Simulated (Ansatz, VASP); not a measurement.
# Two plane-wave programs on TlBr

```
CELL_PARAMETERS angstrom
3.98000 0.00000 0.00000
0.00000 3.98000 0.00000
0.00000 0.00000 3.98000
ATOMIC_POSITIONS crystal
Tl 0.00000 0.00000 0.00000
Br 0.50000 0.50000 0.50000
```

Alike in both runs: task single point; functional r2SCAN; k mesh 4 × 4 × 4; no spin polarisation.

|  | VASP | Ansatz |
| --- | --- | --- |
| version | VASP 6.6.1 | Ansatz 0.2.0 |
| potentials or method | VASP PAW PBE potentials, release 64 (Tl_d, Br) | plane waves, PAW |
| plane-wave cutoff (eV) | 520 | 500 |
| occupations | gaussian, width 0.01 eV | fixed |
| valence electrons in the cell | 20 | 20 |

Ansatz gave:

| Quantity | Value |
| --- | --- |
| gap on the k mesh at the Fermi level (eV) | 2.29 |
| pressure (GPa) | 0.4 |

Estimate VASP's values.

gap on the k mesh at the Fermi level (eV): 2.30; pressure (GPa): 0.4.

Caveats: the PAW data sets were made with another functional, which shifts forces and pressure a little (VASP); spin-orbit coupling is left out, which as a rule narrows the gap of such compounds by several tenths of an eV. r2SCAN opens gaps a little over a GGA but as a rule still falls short of measured ones. A k mesh can miss the band edges.
